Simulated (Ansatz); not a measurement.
The same hydrogen abstraction along the group C, Si, Ge.

Program: Ansatz. Geometries: PBE0-D4/def2-TZVP. ΔE: electronic, gas phase. CCSD(T)/CBS adds triple-zeta CCSD(T) − MP2 to the extrapolated MP2 energy (def2 sets, frozen cores). This one scheme is used for every species, atoms too. Functionals use def2-TZVPP. No spin–orbit coupling; open shells (•) take unrestricted orbitals. Spin–orbit coupling would lower the free atoms: a little for F. Bonds to Ge are less sure, by a few kJ/mol each and by 10 to 20 or more in all where they break to atoms, as the def2 sets lack core-valence functions. Scalar relativity is left out up to krypton.

```csv
reaction,CCSD(T)/CBS(def2) (kJ/mol)
trifluoromethane + F• → `F[C](F)F`• + H–F,-117
`F[SiH](F)F` + F• → `F[Si](F)F`• + H–F,-151
`[F][GeH]([F])[F]` + F• → `[F][Ge]([F])[F]`• + H–F,?
```

(1) Fill in the missing values. (Best estimate.)

Largest T1 diagnostic: 0.015, for `[F][Ge]([F])[F]`•.

## Answers

(1) The calculation gave: `[F][GeH]([F])[F]` + F• → `[F][Ge]([F])[F]`• + H–F: -198.3 kJ/mol.
